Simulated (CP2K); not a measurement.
The system is Ga2O3.

```
Ga O
1.0
     3.09853    0.00000    0.00000
     1.54791    2.68419    0.00000
    -0.01917   -0.01108    7.68807
Ga O
2 3
Direct
  0.66685 0.66685 0.31037
  0.33315 0.33315 0.68963
  0.00000 0.00000 0.50000
  0.66820 0.66820 0.82365
  0.33180 0.33180 0.17635
```

The cell was built by a generator and needn't be a form met in nature.

Base run:

| Item | Value |
| --- | --- |
| Program | CP2K 2026.2 |
| Functional | AM05 |
| Potentials or basis | POTENTIAL_UZH Ga GTH-PBE-q13, O GTH-PBE-q6; DZVP-MOLOPT-PBE-GTH basis |
| Density cutoff | 11565 eV |
| k mesh | 10 × 10 × 4 |
| Occupations | fermi-dirac, width 0.05 eV |
| Spin | no spin polarisation |

Its results: band gap on the k mesh 1.43 eV, direct; pressure -21.4 GPa; largest force 3.550 eV/Å.

**Question.** After a change of settings the same cell gave: band gap on the k mesh 1.36 eV, direct; pressure -10.4 GPa; largest force 3.108 eV/Å. Which change was it?
A. functional from AM05 to PBEsol
B. functional from AM05 to vdW-DF2
C. functional from AM05 to PBE
D. functional from AM05 to LDA

**Answer.** B.

Caveats: the potentials were made for another functional, which shifts forces and pressure; the basis of atomic orbitals isn't converged, which shifts pressures, moduli and gaps.
